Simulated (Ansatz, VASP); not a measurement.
**GdN in VASP and in Ansatz**

INCAR

```
  PREC = Accurate
  ENCUT = 520
  EDIFF = 1E-6
  ISMEAR = 0
  SIGMA = 0.05
  LREAL = False
  LASPH = True
  NELM = 150
  ALGO = Normal
  ISIF = 2
  LWAVE = False
  LCHARG = True
  ISPIN = 2
  MAGMOM = 7 0
  LORBIT = 11
  LMAXMIX = 6
  LDAU = True
  LDAUTYPE = 2
  LDAUL = 3 -1
  LDAUU = 6 0
  LDAUJ = 0 0
  LDAUPRINT = 1
  GGA = PE
  LELF = True
  LVHAR = True
  NBANDS = 22
```

Contents of KPOINTS:

```
regular mesh
0
Gamma
  10 10 10
```

The input POSCAR:

```
GdN
1.0
    0.0000000000      2.4995000000      2.4995000000
    2.4995000000      0.0000000000      2.4995000000
    2.4995000000      2.4995000000      0.0000000000
Gd N
1 1
Direct
    0.0000000000      0.0000000000      0.0000000000
    0.5000000000      0.5000000000      0.5000000000
```

Input for Ansatz:

```yaml
crystal:
  lattice:
    - [0.0, 2.4995, 2.4995]
    - [2.4995, 0.0, 2.4995]
    - [2.4995, 2.4995, 0.0]
  atoms:
    - { symbol: Gd, position: [0.0, 0.0, 0.0], spin: 7.0 }
    - { symbol: "N", position: [0.5, 0.5, 0.5] }
basis:
  ecutwfc: 420
  ecutrho_ratio: 4
kpoints:
  mp_grid: { grid: [10, 10, 10] }
hamiltonian:
  xc: pbe
  hubbard: { sites: [{ species: Gd, l: f, u_eff: 6.0 }] }
scf:
  occupations: { method: gaussian, width: 0.05 }
  lower_state_search: "off"
output:
  forces: true
  stress: true
  eigenvalues: true
  populations: true
  hubbard: { sites: [{ species: Gd, l: f }] }
magnetization:
  spin_polarized: true
checkpoint:
  read: start.run
  write: ck
  compress: false
  write_wavefunctions: false
  write_every: 100000
```

Alike in both runs: task single point; functional PBE; k mesh 10 × 10 × 10; occupations gaussian, width 0.05 eV; collinear spin; Hubbard terms Gd f U = 6.0 eV.

```csv
,VASP,Ansatz
version,VASP 6.6.1,Ansatz 0.2.0
potentials or method,"VASP PAW PBE potentials, release 64 (Gd, N)","scalar-relativistic, plane waves, PAW"
plane-wave cutoff (eV),520,420
valence electrons in the cell,23,23
```

```csv
,VASP,Ansatz,Ansatz less VASP
gap on the k mesh at the Fermi level (eV),none,none,-
pressure (GPa),0.6,0.3,-0.35
net moment per atom (μB),3.50,3.50,0.000
size of the moment on the site where the two differ most (μB),6.87,6.94,+0.063
```

Site moments also hang on the region over which each program counts them. The programs project onto different local orbitals, so the same U acts differently. A gap of «none» marks a metal or a gap that the smearing closes. Ansatz warned: «filled_band_counts_differ_across_k_points».

Caveats: spin-orbit coupling is left out, which moves the levels of the heavy elements; a cell with one magnetic atom can't hold antiferromagnetic order, which such compounds often take. The state reached can hang on the start; a lower one may exist.
